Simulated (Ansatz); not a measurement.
## Pressure series in KBr

The reference is KBr in the rock salt structure (space group Fm-3m, No. 225).

```xyz
2
Lattice="0.0000 3.3527 3.3527 3.3527 0.0000 3.3527 3.3527 3.3527 0.0000" Properties=species:S:1:pos:R:3 pbc="T T T"
K      0.0000     0.0000     0.0000
Br     3.3527     3.3527     3.3527
```

Cell and atoms are relaxed at each pressure.

Computed with Ansatz (a first-principles code), PBE, PAW, cutoff 420 eV, no SOC.

```
P (GPa)  V (Å³/atom)
-------  -----------
-1.99         51.032
-0.99         41.308
0.31          36.879
0.71          35.953
1.50          34.450
3.00          32.313
5.00          30.271
7.50          28.423
10.00         27.021
```

Question: Fit a third-order Birch–Murnaghan equation of state.

Answer: Least squares on P(V) = (3B₀/2)[(V₀/V)^(7/3) − (V₀/V)^(5/3)]·[1 + (3/4)(B₀′ − 4)((V₀/V)^(2/3) − 1)] gives V₀ = 37.69 Å³/atom, B₀ = 13 GPa and B₀′ = 4.8.

Measured bulk modulus of KBr: 17.9 GPa (0 K or low temperature; as listed in Klaus Doll, Hermann Stoll, Phys. Rev. B (1998)); the computed value is 25 % below it.

Between the base and pressure 1.5 GPa the gap moves from 4.31 eV to 4.55 eV, a mean slope of 160 meV/GPa.

Load acts through the strain it causes; cell and atoms are relaxed under it. No phonon test of stability was made. No other phases were tried under pressure.
